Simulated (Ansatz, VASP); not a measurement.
## Two plane-wave programs on Pt

The input INCAR:

```
SYSTEM = Pt
PREC = Accurate
ENCUT = 520
EDIFF = 1E-7
ISMEAR = 0
SIGMA = 0.15
LREAL = .False.
LASPH = .True.
NELM = 80
ALGO = Fast
ISIF = 2
LWAVE = .False.
LCHARG = .False.
GGA = PE
NBANDS = 11
```

The input KPOINTS:

```
Automatic mesh
0
Gamma
  26 26 26
  0 0 0
```

Contents of POSCAR:

```
Pt
1.0
    0.0000000000      2.0843078071      2.0346814308
    2.0843078071      0.0000000000      2.0346814308
    2.0843078071      2.0843078071      0.0000000000
Pt
1
Direct
    0.0000000000      0.0000000000      0.0000000000
```

Input for Ansatz:

```yaml
crystal:
  lattice:
    - [0.0, 2.0843078071, 2.0346814308]
    - [2.0843078071, 0.0, 2.0346814308]
    - [2.0843078071, 2.0843078071, 0.0]
  atoms:
    - { symbol: Pt, position: [0.0, 0.0, 0.0] }
basis:
  ecutwfc: 420
kpoints:
  mp_grid: { grid: [26, 26, 26] }
hamiltonian:
  xc: pbe
scf:
  occupations: { method: gaussian, width: 0.15 }
output:
  forces: true
  stress: true
  eigenvalues: true
  write_density: true
  write_potential: true
  elf: true
  volumetric_format: npy
```

Change from the starting cell: strain +0.050 along x and y, +0.025 along z, atoms carried along.

Alike in both runs: task single point; functional PBE; k mesh 26 × 26 × 26; occupations gaussian, width 0.15 eV; no spin polarisation.

```csv
,VASP,Ansatz
version,VASP 6.6.1,Ansatz 0.2.0
potentials or method,"VASP PAW PBE potentials, release 64 (Pt)","scalar-relativistic, plane waves, PAW"
plane-wave cutoff (eV),520,420
valence electrons in the cell,10,18
```

|  | VASP | Ansatz | Ansatz less VASP |
| --- | --- | --- | --- |
| gap on the k mesh at the Fermi level (eV) | none | none | - |
| pressure (GPa) | -21.8 | -21.5 | +0.29 |
| largest component of the traceless stress (GPa) | 0.72 | 0.72 | +0.009 |

A gap of «none» marks a metal or a gap that the smearing closes. The two sets of potentials don't hold the same shells in valence.

Caveats: so large a pressure means that the cell lies far from this level's equilibrium, or that cutoff or potentials fall short (VASP). The runs have no spin-orbit coupling, so splittings on Pt are missing.
